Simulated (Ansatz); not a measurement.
Level of theory: DFT PBE, scalar-relativistic, plane waves, PAW in Ansatz. Settings: cutoff 420 eV, Γ-centred meshes spaced at most about 0.3 Å⁻¹, and about 0.25 Å⁻¹ or finer for metals (2π included), Gaussian smearing. No spin polarisation.

Each guess is relaxed in cell and atoms at zero pressure, on a coarse mesh first where it starts far from rest and then on a converged one. The steps can't lower the symmetry of the start, but it can rise. Energies are static (0 K, no zero-point motion).

Two unrelaxed guesses for Zr2H3:

Guess 1.

```
CELL_PARAMETERS angstrom
3.85501 0.00000 0.00000
0.00000 3.85501 0.00000
0.00000 0.00000 3.85501
ATOMIC_POSITIONS crystal
Zr 0.50000 0.50000 0.50000
Zr 0.00000 0.00000 0.00000
H 0.50000 0.00000 0.00000
H 0.00000 0.50000 0.00000
H 0.00000 0.00000 0.50000
```

Guess 2.

```
CELL_PARAMETERS angstrom
3.37420 0.00000 0.00000
-1.68710 2.92214 0.00000
0.00000 0.00000 6.25078
ATOMIC_POSITIONS crystal
Zr 0.33333 0.66667 0.76583
Zr 0.66667 0.33333 0.23417
H 0.50000 0.00000 0.50000
H 0.00000 0.50000 0.50000
H 0.50000 0.50000 0.50000
```

Question: Do they relax into the same structure? If not, which is lower?

Answer: No. Guess 1 ends lower, by 0.38 eV/atom. Guess 1: Pm-3m at 11.5 Å³/atom → Pm-3m at 10.8 Å³/atom; Guess 2: P-3m1 at 12.3 Å³/atom → P-3m1 at 12.7 Å³/atom. Counting H atoms around Zr (those within 1.25 times the shortest such distance or 1.15 times the sum of covalent radii; a slash parts the counts of unlike sites), the end of guess 1 has Zr 6/12 and the end of guess 2 has Zr 3. End of guess 1. Conventional cell: a = 3.782 Å. Zr on its first site is surrounded by 12 H at 2.67 Å; Zr on its second site has 6 H at 1.89 Å; H is surrounded by 2 Zr at 1.89 Å, 4 Zr at 2.67 Å and 8 H at 2.67 Å. End of guess 2. Conventional cell: a = 3.618 Å, c = 5.609 Å. Zr is surrounded by 3 H at 1.86 Å; H is surrounded by 4 H at 1.81 Å and 2 Zr at 1.86 Å.

Cells without such a test can be saddle points. Shaken at random and relaxed again, the end of guess 2 falls into a cell with space group R3m (No. 160), 0.64 eV/atom lower and the lowest form computed, so it is a saddle point or a shallow minimum. With hydrogen, zero-point motion can shift such differences by 10 meV/atom or more. Some structure types and database cells were kept out of the candidates from the start, so a known form may be missing.
